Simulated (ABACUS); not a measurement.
ZnS:

```
CELL_PARAMETERS angstrom
0.00000 2.70200 2.70200
2.70200 0.00000 2.70200
2.70200 2.70200 0.00000
ATOMIC_POSITIONS crystal
Zn 0.75000 0.75000 0.75000
S 0.00000 0.00000 0.00000
```

Program: ABACUS 3.10.1. Alike in all runs: task single point; potentials or basis SG15 ONCV 1.2 PBE, DZP LCAO (the cutoffs set its grid); no spin polarisation; cell as given; k mesh 4 × 4 × 4; cutoff (eV) 1361; smearing fermi-dirac 0.05 eV; the mesh is coarse, so values aren't converged.

Problem. Order these runs on this cell by their band gap on the k mesh, lowest first.
A. level PBE0-type (share 0.1); share of exact exchange 0.1
B. level PBE0-type (share 0.4); share of exact exchange 0.4
C. level PBE0-type (share 0.25); share of exact exchange 0.25

Solution. A (2.99 eV), C (4.17 eV), B (5.37 eV).

Caveats: all runs use coarse meshes; the atomic orbitals were generated for these runs and aren't a published set; gaps of hybrids in this basis differ from plane-wave ones by up to 0.1 eV; the basis of atomic orbitals isn't converged, which shifts pressures, moduli and gaps.

Runs at the PBE level aren't shown here.
